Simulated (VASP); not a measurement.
The system is AlN.

```xyz
2
Lattice="0.0000 2.1840 2.1840 2.1840 0.0000 2.1840 2.1840 2.1840 0.0000" Properties=species:S:1:pos:R:3 pbc="T T T"
Al    0.0000    0.0000    0.0000
N     1.0920    1.0920    1.0920
```

Measurements of this composition are mostly on another form, of space group No. 186.

Base run:

| Property | Result |
| --- | --- |
| Program | VASP 6.6.1 |
| Functional | HSE06 |
| Potentials or basis | VASP PAW PBE potentials, release 64 (Al, N) |
| Cutoff | 520 eV |
| k mesh | 8 × 8 × 8 |
| Occupations | gaussian, width 0.02 eV |
| Spin | no spin polarisation |

Its results: band gap on the k mesh 4.58 eV, indirect (least direct gap 5.57 eV); pressure -0.6 GPa.

Task: After a change of settings the same cell gave: band gap on the k mesh 5.29 eV, indirect (least direct gap 6.28 eV); pressure -0.5 GPa. Which change was it?
A. functional from HSE06 to PBE0
B. functional from HSE06 to HSE03
C. functional from HSE06 to r2SCAN-EpsX

Result: A.

Caveats: the PAW data sets were made with another functional, which shifts forces and pressure a little.

Not every run made on this cell is shown here.
